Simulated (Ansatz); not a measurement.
## TiO₂: strain energy, fitted

TiO₂, I4_1/amd, a = 3.818 Å, c = 9.775 Å. The compound has several low-lying forms, and this is one of them. Ansatz: PBE+U, PAW, 420 eV, Γ-centred 6×6×4 mesh on 12 atoms, Gaussian smearing 0.02 eV; U_eff Ti 4.00 eV; no spin polarisation. Series: strain along c alone, the other axes held, atoms relaxed; x is the strain in per cent. y is the free energy over the unstrained cell, V0 = 11.874 Å³/atom.

| x (%) | y (meV/atom) |
| --- | --- |
| -4.5 | ? |
| -3.0 | 7.03 |
| -1.5 | 1.77 |
| 0.0 | 0.00 |
| 1.5 | 1.64 |
| 3.0 | 6.56 |
| 4.5 | 14.67 |

Fit y = c2 x² + c3 x³ to the other rows, turn c2 into a modulus, and predict the missing energy.

Least squares on the rows shown. y = 0.75760 x² − 0.0075938 x³. In eV per unit strain² c2 is 7.576; this is C33 with relaxed ions (E = ½ C33 V0 ε²): 2 × 7.576 × 160.2 / (11.874) = 204 GPa. The unstrained cell keeps some stress along the strain, worth a slope of -0.03 meV/atom per %, which the form leaves out. At x = -4.5 the fit asked for gives 16.03 meV/atom. The run gave 15.90 meV/atom, so the fit is 0.13 meV/atom too high, a small miss on the scale of the series.